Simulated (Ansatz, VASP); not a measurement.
## BP: VASP beside Ansatz

The input POSCAR:

```
BP
1.0
    0.0000000000      2.2683156724      2.1719122563
    2.2683156724      0.0000000000      2.1719122563
    2.2683156724      2.2683156724      0.0000000000
B P
1 1
Direct
    0.0000000000      0.0000000000      0.0000000000
    0.2500000000      0.2500000000      0.2500000000
```

File INCAR.step1:

```
SYSTEM = BP
  PREC = Accurate
  ENCUT = 520
  ISMEAR = 0
  SIGMA = 0.01
  LREAL = .FALSE.
  LASPH = .TRUE.
  NELM = 100
  NBANDS = 11
  GGA = PE
  ALGO = Normal
  EDIFF = 1E-4
  LWAVE = .TRUE.
  LCHARG = .FALSE.
```

Contents of INCAR.step2:

```
SYSTEM = BP
  PREC = Accurate
  ENCUT = 520
  EDIFF = 1E-7
  ISMEAR = 0
  SIGMA = 0.01
  LREAL = .FALSE.
  LASPH = .TRUE.
  NELM = 100
  ALGO = Normal
  ISIF = 2
  LWAVE = .FALSE.
  LCHARG = .FALSE.
  METAGGA = R2SCAN
  LMIXTAU = .TRUE.
  NBANDS = 11
  ISTART = 1
```

The input KPOINTS:

```
regular mesh
0
G
  10 10 10
  0 0 0
```

Input for Ansatz:

```yaml
crystal:
  lattice:
    - [0.0, 2.2683156724, 2.1719122563]
    - [2.2683156724, 0.0, 2.1719122563]
    - [2.2683156724, 2.2683156724, 0.0]
  atoms:
    - { symbol: B, position: [0.0, 0.0, 0.0] }
    - { symbol: P, position: [0.25, 0.25, 0.25] }
kpoints:
  mp_grid: { grid: [10, 10, 10] }
  band_path:
    path:
      - [0.0, 0.0, 0.0]
      - [-0.5, -0.5, 0.0]
      - [-0.375, -0.375, 0.25]
      - [-0.375, 0.0, 0.375]
      - [0.0, 0.0, 0.5]
      - [-0.5, -0.25, 0.25]
      - [0.414062, 0.414062, 0.0]
    npoints: 1
hamiltonian:
  xc: r2scan
scf:
  occupations: { method: fixed }
  n_extra_bands: 4
output:
  forces: true
  stress: true
  eigenvalues: true
```

Change from the starting cell: uniaxial_z strain -4.2%.

Alike in both runs: task single point; functional r2SCAN; k mesh 10 × 10 × 10; no spin polarisation.

|  | VASP | Ansatz |
| --- | --- | --- |
| version | VASP 6.6.1 | Ansatz 0.2.0 |
| potentials or method | VASP PAW PBE potentials, release 64 (B, P) | plane waves, PAW |
| plane-wave cutoff (eV) | 520 | 500 |
| occupations | gaussian, width 0.01 eV | fixed |
| valence electrons in the cell | 8 | 8 |

|  | VASP | Ansatz | Ansatz less VASP |
| --- | --- | --- | --- |
| gap on the k mesh at the Fermi level (eV) | 0.69 | 0.67 | -0.027 |
| pressure (GPa) | 7.4 | 7.9 | +0.56 |
| largest component of the traceless stress (GPa) | 8.17 | 8.13 | -0.039 |

Caveats: the PAW data sets were made with another functional, which shifts forces and pressure a little (VASP). A k mesh can miss the band edges.
